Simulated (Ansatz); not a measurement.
All numbers below come from DFT PBE, scalar-relativistic, plane waves, PAW (Ansatz 0.2.0). All cells share a 420 eV cutoff and Γ-centred k meshes spaced at most about 0.3 Å⁻¹ (2π included). No spin polarisation.

Temperature and zero-point effects are left out.

Two forms of LiH were relaxed alike.

1.

Space group Cmmm (No. 65). a = 2.757 Å, b = 5.493 Å, c = 2.639 Å, α = 90.00°, β = 90.00°, γ = 90.00°
| atom | site | symmetry | x | y | z |
| --- | --- | --- | --- | --- | --- |
| Li | 2c | mmm | 0.5000 | 0.0000 | 0.5000 |
| H | 2a | mmm | 0.0000 | 0.0000 | 0.0000 |

2.

Space group Fm-3m (No. 225). a = 4.008 Å, b = 4.008 Å, c = 4.008 Å, α = 90.00°, β = 90.00°, γ = 90.00°
```tsv
atom	site	symmetry	x	y	z
Li	4a	m-3m	0.0000	0.0000	0.0000
H	4b	m-3m	0.5000	0.0000	0.0000
```

Task: Which would you expect to be lower, and how large is the difference?

Result: Cell 2 is lower, by 160 meV/atom. Cell 1 has space group Cmmm (No. 65), 10.0 Å³/atom and a gap of 0.07 eV on its mesh; cell 2 has the rock salt type, space group Fm-3m (No. 225), 8.0 Å³/atom and a gap of 2.98 eV. Counting H atoms around Li (those within 1.25 times the shortest such distance or 1.15 times the sum of covalent radii), cell 1 has Li 4 and cell 2 has Li 6. The denser one is the lower, and pressure would at first widen the difference. Origin: cell 1, invented; cell 2, reached from a cell as deposited in COD, among other starts.

Kohn–Sham gaps at this level usually fall short of measured ones. With hydrogen, zero-point motion can shift such differences by 10 meV/atom or more. Cells relaxed within their symmetry can be saddle points.
